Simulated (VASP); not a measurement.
# C (Fd-3m) in VASP: a series of runs

Runs on C. Level: LDA. Tasks: single point.

Program: VASP 6.6.1. These are calculated values, not measurements. Logs are shortened: lines on timing, memory, paths and dates and some standing lists are left out, and cuts for length are marked.

### Step 1. The undisturbed crystal

Symmetry: Fd-3m, No. 227, cubic system. Conventional cell: a = 3.567 Å, b = 3.567 Å, c = 3.567 Å, α = 90.00°, β = 90.00°, γ = 90.00°. C (site symmetry -43m) has 4 C at 1.54 Å as nearest neighbours.

This isn't the form of C at room conditions, which is graphite.

### Step 2. Single point, LDA (grid = ENCUT=340 dk=0.45 cell=2x2x2 ISMEAR=0 SIGMA=0.05 LREAL=Auto EDIFF=1e-06)

Input file INCAR:

```
SYSTEM = C
  ALGO = Fast
  EDIFF = 1E-6
  ENCUT = 340
  ISIF = 2
  ISMEAR = 0
  LASPH = .TRUE.
  LCHARG = .FALSE.
  LREAL = Auto
  LWAVE = .FALSE.
  NBANDS = 40
  NELM = 120
  PREC = Accurate
  SIGMA = 0.05
```

Input file KPOINTS:

```
k-points
0
G
  4 4 4
  0 0 0
```

Input file POSCAR:

```
C
1.0
    0.0000000000      3.5667400000      3.5667400000
    3.5667400000      0.0000000000      3.5667400000
    3.5667400000      3.5667400000      0.0000000000
C
16
Direct
    0.3750000000      0.3750000000      0.3750000000
    0.3750000000      0.3750000000      0.8750000000
    0.3750000000      0.8750000000      0.3750000000
    0.3750000000      0.8750000000      0.8750000000
    0.8750000000      0.3750000000      0.3750000000
    0.8750000000      0.3750000000      0.8750000000
    0.8750000000      0.8750000000      0.3750000000
    0.8750000000      0.8750000000      0.8750000000
    0.2500000000      0.2500000000      0.2500000000
    0.2500000000      0.2500000000      0.7500000000
    0.2500000000      0.7500000000      0.2500000000
    0.2500000000      0.7500000000      0.7500000000
    0.7500000000      0.2500000000      0.2500000000
    0.7500000000      0.2500000000      0.7500000000
    0.7500000000      0.7500000000      0.2500000000
    0.7500000000      0.7500000000      0.7500000000
```

Potentials or basis: VASP PAW LDA potentials, release 64 (C).

The run is started by

```console
$ cat potpaw_LDA.64/C/POTCAR > POTCAR
$ mpirun -np 1 vasp_std > vasp.out
```

OUTCAR:

```text
SYSTEM = C
   EDIFF = 1E-6
   ENCUT = 340
   ISIF = 2
   ISMEAR = 0
   LASPH = .TRUE.
   LREAL = Auto
   NELM = 120
   PREC = Accurate

 Found      8 irreducible k-points:

 Following reciprocal coordinates:
            Coordinates               Weight
  0.000000  0.000000  0.000000      1.000000
  0.250000  0.000000  0.000000      8.000000
  0.500000  0.000000  0.000000      4.000000
  0.250000  0.250000  0.000000      6.000000
  0.500000  0.250000  0.000000     24.000000
 -0.250000  0.250000  0.000000     12.000000
   k-points           NKPTS =      8   k-points in BZ     NKDIM =      8   number of bands    NBANDS=     40
   number of dos      NEDOS =    301   number of ions     NIONS =     16
   total plane-waves  NPLWV =  27000
   dimension x,y,z NGX =    30 NGY =   30 NGZ =   30
   dimension x,y,z NGXF=    60 NGYF=   60 NGZF=   60
   ions per type =              16
   NGX,Y,Z   is equivalent  to a cutoff of   9.89,  9.89,  9.89 a.u.
   NGXF,Y,Z  is equivalent  to a cutoff of  19.77, 19.77, 19.77 a.u.
 SYSTEM =  C
   PREC   = accura    normal or accurate (medium, high low for compatibility)
   ISTART =      0    job   : 0-new  1-cont  2-samecut
   ICHARG =      2    charge: 1-file 2-atom 10-const
   ISPIN  =      1    spin polarized calculation?
   LNONCOLLINEAR =      F non collinear calculations
   LSORBIT =      F    spin-orbit coupling
   LASPH  =      T    aspherical Exc in radial PAW
   ENCUT  =  340.0 eV  24.99 Ry    5.00 a.u.   7.58  7.58  7.58*2*pi/ulx,y,z
   NELM   =    120;   NELMIN=  2; NELMDL= -5     # of ELM steps
   EDIFF  = 0.1E-05   stopping-criterion for ELM
   LREAL  =      T    real-space projection
   EDIFFG = 0.1E-04   stopping-criterion for IOM
   NSW    =      0    number of steps for IOM
   IBRION =     -1    ionic relax: 0-MD 1-quasi-New 2-CG
   NFREE  =      0    steps in history (QN), initial steepest desc. (CG)
   ISIF   =      2    stress and relaxation
   ISYM   =      2    0-nonsym 1-usesym 2-fastsym
   POTIM  = 0.5000    time-step for ionic-motion
   TEBEG  =    0.0;   TEEND  =   0.0 temperature during run
   PSTRESS=    0.0 pullay stress
   NELECT =      64.0000    total number of electrons
   NUPDOWN=      -1.0000    fix difference up-down
   EMIN   =  10.00;   EMAX   =-10.00  energy-range for DOS
   EFERMI =   0.00;   METHOD = LEGACY
   ISMEAR =     0;   SIGMA  =   0.05  broadening in eV -4-tet -1-fermi 0-gaus
   EFERMI_NEDOS =   21; number of points for ismear=-14 and -15
   IALGO  =     68    algorithm
   IMIX   =      4    mixing-type and parameters
     AMIX     =   0.40;   BMIX     =  1.00
     AMIX_MAG =   1.60;   BMIX_MAG =  1.00
  volume/ion in A,a.u.               =       5.67        38.28
  Fermi-wavevector in a.u.,A,eV,Ry     =   1.457203  2.753714 28.891161  2.123440
  Thomas-Fermi vector in A             =   2.574032
   LORBIT       =      0    0 simple, 1 ext, 2 COOP (PROOUT), +10 PAW based schemes
   GGA     = CA    functional components
   LHFCALC =     F    Hartree Fock is set to
   AEXX    =    0.0000 exact exchange contribution
   IVDW    =     0    specifies the selected vdW correction
   LEPSILON=     F    determine dielectric tensor
   LRPA    =     F    only Hartree local field effects (RPA)
 non-spin polarized calculation
 RMM-DIIS sequential band-by-band and
 Gauss-broadening in eV      SIGMA  =   0.05
  energy-cutoff  :      340.00
  volume of cell :       90.75
 maximum number of plane-waves:      1308
   NGX = 15   NGY = 15   NGZ = 15

 number of electron      63.9999979 magnetization

 Free energy of the ion-electron system (eV)
  ---------------------------------------------------
  ext. energy  EPLUGINS =         0.00000000
  ---------------------------------------------------
  free energy    TOTEN  =      -162.34696249 eV

  energy without entropy =     -162.34696249  energy(sigma->0) =     -162.34696249

 E-fermi :   9.9369     XC(G=0): -13.5013

 val. band max:        9.7231261695   @ k =   0.0000   0.0000   0.0000
 cond. band min:      13.8366813554   @ k =   0.2500   0.2500   0.0000
 fundamental gap:      4.1135551860
 Fermi energy:         9.9368904896

 k-point     1 :       0.0000    0.0000    0.0000
  band No.  band energies     occupation
      1     -11.6082      2.00000
      2      -5.7720      2.00000
      3      -5.7720      2.00000
      4      -5.7720      2.00000
      5      -5.7720      2.00000
      6      -3.6443      2.00000
[... 32 lines left out ...]
     39      15.2967      0.00000
     40      15.2967      0.00000

 k-point     2 :       0.2500    0.0000    0.0000
  band No.  band energies     occupation
      1     -11.1765      2.00000
      2      -7.8221      2.00000
      3      -5.8550      2.00000
      4      -5.8550      2.00000
      5      -5.8550      2.00000
      6      -4.5897      2.00000
[... 32 lines left out ...]
     39      16.6731      0.00000
     40      16.6759      0.00000

 k-point     3 :       0.5000    0.0000    0.0000
  band No.  band energies     occupation
      1      -9.8939      2.00000
      2      -9.8939      2.00000
      3      -5.5739      2.00000
      4      -5.5739      2.00000
      5      -5.5739      2.00000
      6      -5.5739      2.00000
[... 32 lines left out ...]
     39      17.5150      0.00000
     40      17.5215      0.00000

 k-point     4 :       0.2500    0.2500    0.0000
  band No.  band energies     occupation
      1     -11.0328      2.00000
      2      -6.6448      2.00000
      3      -6.6448      2.00000
      4      -6.6448      2.00000
      5      -6.6448      2.00000
      6      -6.5570      2.00000
[... 32 lines left out ...]
     39      16.5408      0.00000
     40      17.5190      0.00000

 k-point     5 :       0.5000    0.2500    0.0000
  band No.  band energies     occupation
      1     -10.0343      2.00000
      2      -8.9110      2.00000
      3      -7.7950      2.00000
      4      -6.7366      2.00000
      5      -6.7366      2.00000
      6      -4.8547      2.00000
[... 32 lines left out ...]
     39      17.6599      0.00000
     40      17.8498      0.00000

 k-point     6 :      -0.2500    0.2500    0.0000
  band No.  band energies     occupation
      1     -10.4612      2.00000
      2      -8.2199      2.00000
      3      -8.2199      2.00000
      4      -6.0436      2.00000
      5      -6.0436      2.00000
      6      -4.7673      2.00000
[... 32 lines left out ...]
     39      17.7762      0.00000
     40      17.9233      0.00000

 [... further k-points ...]

------------------------ aborting loop because EDIFF is reached ----------------------------------------

  FORCE on cell =-STRESS in cart. coord.  units (eV):
  Direction    XX          YY          ZZ          XY          YZ          ZX
  --------------------------------------------------------------------------------------
  -------------------------------------------------------------------------------------
  Total      -13.5423000    -13.5423000    -13.5423000      0.0000000      0.0000000      0.0000000
  in kB     -239.0884855   -239.0884855   -239.0884855      0.0000000      0.0000000      0.0000000
  external PRESSURE =    -239.0884855 kB  Pullay stress =       0.0000000 kB

 VOLUME and BASIS-vectors are now :
 -----------------------------------------------------------------------------
  energy-cutoff  :      340.00
  volume of cell :       90.75
      direct lattice vectors                 reciprocal lattice vectors
     0.000000000  3.566740000  3.566740000    -0.140184034  0.140184034  0.140184034
     3.566740000  0.000000000  3.566740000     0.140184034 -0.140184034  0.140184034
     3.566740000  3.566740000  0.000000000     0.140184034  0.140184034 -0.140184034

 POSITION                                       TOTAL-FORCE (eV/Angst)
 -----------------------------------------------------------------------------------
      2.67505      2.67505      2.67505        -0.000000     -0.000000     -0.000000
      4.45843      4.45843      2.67505        -0.000000      0.000000     -0.000000
      4.45843      2.67505      4.45843        -0.000000     -0.000000     -0.000000
      6.24179      4.45843      4.45843        -0.000000     -0.000000     -0.000000
      2.67505      4.45843      4.45843        -0.000000     -0.000000     -0.000000
      4.45843      6.24179      4.45843        -0.000000      0.000000     -0.000000
[... 8 lines left out ...]
      3.56674      3.56674      5.35011         0.000000      0.000000      0.000000
      5.35011      5.35011      5.35011         0.000000     -0.000000      0.000000
 -----------------------------------------------------------------------------------
    total drift:                                0.000006      0.000006      0.000008

  FREE ENERGIE OF THE ION-ELECTRON SYSTEM (eV)
  ---------------------------------------------------
  free  energy   TOTEN  =      -162.3469624854 eV

  energy  without entropy=     -162.3469624854  energy(sigma->0) =     -162.34696249
```

OSZICAR:

```text
N       E                     dE             d eps       ncg     rms          rms(c)
DAV:   1     0.129410492008E+03    0.12941E+03   -0.26598E+04   640   0.112E+03
DAV:   2    -0.158324772646E+03   -0.28774E+03   -0.27656E+03   824   0.245E+02
DAV:   3    -0.168323738293E+03   -0.99990E+01   -0.99455E+01   776   0.490E+01
DAV:   4    -0.168496578662E+03   -0.17284E+00   -0.17248E+00   792   0.649E+00
DAV:   5    -0.168499709207E+03   -0.31305E-02   -0.31292E-02   768   0.893E-01    0.160E+01
RMM:   6    -0.163947852140E+03    0.45519E+01   -0.30463E+00   648   0.801E+00    0.936E+00
RMM:   7    -0.162324317841E+03    0.16235E+01   -0.50036E+00   690   0.105E+01    0.193E+00
RMM:   8    -0.162346068832E+03   -0.21751E-01   -0.30218E-01   693   0.310E+00    0.513E-01
RMM:   9    -0.162345859849E+03    0.20898E-03   -0.85678E-02   726   0.136E+00    0.156E-01
RMM:  10    -0.162346808015E+03   -0.94817E-03   -0.13823E-02   726   0.579E-01    0.111E-01
RMM:  11    -0.162346855678E+03   -0.47663E-04   -0.49401E-03   754   0.289E-01    0.128E-02
RMM:  12    -0.162346937540E+03   -0.81862E-04   -0.85495E-04   759   0.128E-01    0.935E-03
RMM:  13    -0.162346958528E+03   -0.20988E-04   -0.22030E-04   754   0.538E-02    0.155E-02
RMM:  14    -0.162346965356E+03   -0.68283E-05   -0.36915E-05   677   0.238E-02    0.127E-02
RMM:  15    -0.162346962995E+03    0.23614E-05   -0.61964E-06   583   0.114E-02    0.600E-03
RMM:  16    -0.162346962485E+03    0.50957E-06   -0.13351E-06   465   0.540E-03
   1 F= -.16234696E+03 E0= -.16234696E+03  d E =-.152497E-10
```

Run time: 35 s. Hardware: 1 thread of Intel Xeon Platinum 8488C (Sapphire Rapids), shared host; peak memory 0.14 GiB.

The run converged, but a check on its numbers failed (symmetry, net force, bounds or a known fault of this set-up), so they aren't taken as properties of the crystal.

Caveat: the cutoff lies under the usual one of these potentials, so the numbers hold a large basis-set error.

(Part 1 of 2 ends here.)
